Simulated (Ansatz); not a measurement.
The geometry is COD entry 1538509, unchecked; take it as a test cell.

Input and log of a run on Hg: DFT, PBE, PAW with Ansatz's default frozen-core files, scalar-relativistic (Ansatz 0.2.0).

Command: `ansatz run input.yaml --threads 1 --pin off --max-ram 4096MiB --backend cpu --events-out ev --progress --plain --runs-dir out` The run took 26 s on 1 thread of Arm Neoverse V2, on a shared host, peak memory 0.45 GiB.

```yaml
crystal:
  lattice:
    - [4.5400020208, 0.0, 0.0]
    - [-2.2700010104, 3.9317570832, 0.0]
    - [0.0, 0.0, 3.87]
  atoms:
    - { symbol: Hg, position: [0.3333333333, 0.6666666667, 0.5] }
    - { symbol: Hg, position: [0.0, 0.0, 0.0] }
    - { symbol: Hg, position: [0.6666666667, 0.3333333333, 0.5] }
kpoints:
  mp_grid: { grid: [8, 8, 9] }
  band_path:
    path:
      - [0.0, 0.0, 0.0]
      - [0.5, 0.0, 0.0]
      - [0.3333333333, 0.3333333333, 0.0]
      - [0.0, 0.0, 0.0]
      - [0.0, 0.0, 0.5]
      - [0.5, 0.0, 0.5]
      - [0.3333333333, 0.3333333333, 0.5]
      - [0.0, 0.0, 0.5]
      - [0.5, 0.0, 0.5]
    npoints: 14
scf:
  occupations: { method: fermi_dirac, width: 0.05 }
hamiltonian:
  xc: pbe
  pseudopotentials: { kind: paw }
output:
  forces: true
  stress: true
  eigenvalues: true
  efg: { contact_densities: true }
  populations: true
  bader: true
  dos: { projected: true, de: 0.2, e_range: [-14, 8] }
  write_density: true
  write_potential: true
  elf: true
  volumetric_format: npy
```

The log:

```
Hg: output.efg is read without spin–orbit coupling, which moves field gradients at and beside such atoms by some per cent and up to a factor of two; PAW files take it under magnetization.noncollinear and magnetization.spin_orbit
Engine: ansatz 0.2.0
Pseudopotentials: kind: paw
Pseudopotential: Hg, paw, valence charge 20, recommended cutoff 420 eV (normal)
Functional definition: PBE
  parameter kappa = 0.804
  parameter beta = 0.06672455060314922
  exchange = pbe_x(kappa = kappa, mu = beta*pi^2/3)
  correlation = pbe_c(beta = beta)
Crystal: 3 atoms, lattice volume = 69.080 Å³
Basis set: ecut = 420 eV, 1351 PW (Γ), exchange–correlation on 64×64×54 points (8 copies of the dense FFT grid, shifted against one another)
Bands: 36, of which v1, the nominal top of the filled ones, is band 30 counted from 1 (29 counted from 0)
Symmetry: 24 space group operations
Space group: P6/mmm (ITA 191), of the structure as read, at distance tolerance 4.1e-5 Å
k-points: 50 of 576
Non-local potential: Hg, projectors of the file, l = 0: 3, l = 1: 2, l = 2: 2, l = 3: 1
PAW form: soft (Blöchl's): semilocal exchange-correlation on the pseudo side does not see the compensation charge
PAW one-centre angular grid: Hg, 590 points (default); XC on 64 Gauss nodes
Initial density: superposition of atomic densities (neutral atoms: chi_scale 0, normalization atom), corrected by the library's trained network
Initial wavefunctions: pseudopotential atomic-orbital guess
Functional: x = pbe(κ = 0.804, μ = 0.2195149727645171), c = pbe(β = 0.06672455060314922)
SCF iter   1: F=—  HF=-41439.412409 eV  |F-HF|=—  |Δ(HF+E_count)|=         —  Δρ=1.67e-3  dr2=3.13e-3  ethr=1.77e-3  ⟨swp⟩=6.3  Hψ=6647  notcnv=0  defer=2
preconditioner: auto → Kerker (q_TF=auto, 2.665 Å⁻¹)  [metal: Δε(μ)=0.030 eV  Ē_g=11.831 eV  σ=0.050 eV  W_gap=0.15  n_scr=20 (ndim 8)  ℏωp=26.8 eV  f_vac=0.000  D(μ)=1.27/eV (n_scr^D=8)]
SCF iter   2: F=—  HF=-41439.414782 eV  |F-HF|=—  |Δ(HF+E_count)|=   2.37e-3  Δρ=9.72e-4  dr2=1.28e-3  ethr=5.21e-6  ⟨swp⟩=2.0  Hψ=3027  notcnv=0  defer=14
SCF iter   3: F=—  HF=-41439.414512 eV  |F-HF|=—  |Δ(HF+E_count)|=   2.70e-4  Δρ=2.64e-4  dr2=1.06e-4  ethr=2.13e-6  ⟨swp⟩=2.1  Hψ=2093  notcnv=0  defer=14
SCF iter   4: F=—  HF=-41439.414481 eV  |F-HF|=—  |Δ(HF+E_count)|=   3.15e-5  Δρ=1.05e-4  dr2=7.13e-6  ethr=1.76e-7  ⟨swp⟩=2.0  Hψ=2088  notcnv=0  defer=14
SCF iter   5: F=—  HF=-41439.414476 eV  |F-HF|=—  |Δ(HF+E_count)|=   4.25e-6  Δρ=2.45e-5  dr2=6.71e-7  ethr=1.19e-8  ⟨swp⟩=2.1  Hψ=3087  notcnv=0  defer=14
SCF iter   6: F=-41439.414476 eV  HF=-41439.414476 eV  |F-HF|=2.20e-9  |Δ(HF+E_count)|=   1.72e-8  Δρ=9.38e-6  dr2=8.55e-8  ethr=1.67e-10  ⟨swp⟩=11.9  Hψ=11877  notcnv=0
SCF 1 converged in 6 iterations: F = -41439.414476 eV  dr2 = 8.55e-8
  greatest PAW one-centre occupation: 1.000 electrons in one spin orbital (limit 2), on the Hg atom at site 2 (counted from 0), in its partial waves of l = 0
NSCF: frozen V_eff on 113 k-points
SCF converged after 6 iterations
Free energy (F): -41439.414476 eV
Harris-Foulkes:  -41439.414476 eV  (|F-HF|=2.20e-9)
Internal energy: -41439.404571 eV  (E = F + TS)
E sigma→0 (E₀):  -41439.409524 eV
Entropy (-TS):   -0.009905 eV (-3.302 meV/atom)
Fermi energy:    15.613773 eV
--- Per-component energies (eV) ---
  E_band       = -1143.797127
  E_kinetic    = 1818.367806
  E_local      = -7671.896651  (includes V_loc(G=0)·N_el)
  E_nonlocal   = 215.577031
  E_hartree    = 3305.860618
  E_xc         = -664.670144
  E_vxc        = -791.501199  (∫ρ·V_xc dr)
  E_paw        = -29833.738393  (= ΣΔE_a)
  E_vpaw       = -1326.069137  (= ΣTr[D̂ρ^β])
  E_aug_tail   = 0.002807  (compensation charges beyond the density's cutoff)
  E_ewald      = -8608.907645
  E_smearing   = -0.009905  (= −TS)
  E_closure    = 0.000000  (closes the sum)
  Σ components = -41439.414476   (vs F -41439.414476, Δ=0.00e0)
--- Forces (eV/Å), atoms counted from 1 ---
  atom   1  Hg     0.00000000     0.00000000     0.00000000
  atom   2  Hg     0.00000000    -0.00000000     0.00000000
  atom   3  Hg     0.00000000     0.00000000     0.00000000
  max |Σ_I F_I| component: 8.41e-30 eV/Å
--- Stress (GPa, compression-positive) ---
       17.840963       0.000000       0.000000
       -0.000000      17.840963       0.000000
        0.000000       0.000000       3.601425
  P = ⅓ Tr σ = 13.0945 GPa (130.945 kbar)
--- PAW observables at the nuclei: V_zz in 10²¹ V/m², potentials from the cell's mean, atoms counted from 1 ---
  atom   1  Hg V_zz =   +26.239562   η = 0.0000   by run symmetry: allowed
            electrostatic potential = -16796.158549 V   contact ρ = 14129553.844306 e/Å³
  atom   2  Hg V_zz =    +3.322987   η = 0.0000   by run symmetry: allowed
            electrostatic potential = -16796.596895 V   contact ρ = 14129623.063259 e/Å³
  atom   3  Hg V_zz =   +26.239562   η = 0.0000   by run symmetry: allowed
            electrostatic potential = -16796.158549 V   contact ρ = 14129553.844306 e/Å³
--- Band table (eV; the first three rows and the last of 50) ---
  k-point 0: bands = ["-99.8427", "-99.8255", "-99.2818", "-48.4048", "-48.4048", "-48.2470", "-48.2351", "-48.2351", "-48.2141", "-47.7279", "-47.7279", "-47.7274", "5.5835", "7.2876", "7.5608", "7.5608", "7.7526", "7.7526", "8.0384", "8.0384", "8.3045", "8.3045", "8.7207", "8.7207", "8.7973", "8.8759", "9.5969", "9.5969", "15.9858", "17.5149", "18.2284", "19.1868", "19.1868", "19.4399", "19.4399", "23.5413"]
  k-point 1: bands = ["-99.8427", "-99.8255", "-99.2818", "-48.4048", "-48.4048", "-48.2471", "-48.2351", "-48.2351", "-48.2143", "-47.7279", "-47.7279", "-47.7276", "5.6668", "7.3740", "7.5449", "7.5449", "7.6840", "7.6840", "7.9104", "7.9104", "8.4312", "8.4312", "8.8113", "8.8113", "8.8460", "8.9008", "9.5831", "9.5831", "15.0650", "18.0169", "18.3115", "19.2490", "19.2490", "19.5812", "19.5812", "24.2050"]
  k-point 2: bands = ["-99.8427", "-99.8255", "-99.2818", "-48.4048", "-48.4048", "-48.2474", "-48.2350", "-48.2350", "-48.2146", "-47.7280", "-47.7279", "-47.7279", "5.8784", "7.4426", "7.4426", "7.6165", "7.6165", "7.6485", "7.7280", "7.7280", "8.6109", "8.6109", "8.9704", "8.9724", "8.9960", "8.9960", "9.5478", "9.5478", "13.5120", "18.5728", "18.6276", "19.4165", "19.4165", "19.9831", "19.9831", "24.5619"]
  k-point 49: bands = ["-99.8353", "-99.8329", "-99.2818", "-48.4205", "-48.3348", "-48.3054", "-48.2340", "-48.2294", "-48.2191", "-47.7285", "-47.7280", "-47.7279", "6.4090", "6.9757", "6.9929", "7.0387", "7.8518", "8.1070", "8.3237", "8.3639", "8.7137", "8.7607", "9.0337", "9.0539", "9.0736", "9.2484", "9.9805", "12.3697", "12.5447", "13.4814", "14.5911", "15.3939", "16.7284", "23.0920", "24.3698", "25.6224"]
--- Löwdin populations: 3 sites ---
  site symbol       q [e]
     0     Hg     19.5949
     1     Hg     19.7489
     2     Hg     19.5949
  spilling = 0.017688 (of n_electrons = 60.000000)
--- Bader charges: 3 sites ---
  site symbol  charge [e]  shift [e]
     0     Hg      0.0127     0.0000
     1     Hg     -0.0253     0.0000
     2     Hg      0.0127     0.0000
  estimated error of the sums over rays = 2.4e-4 e
```
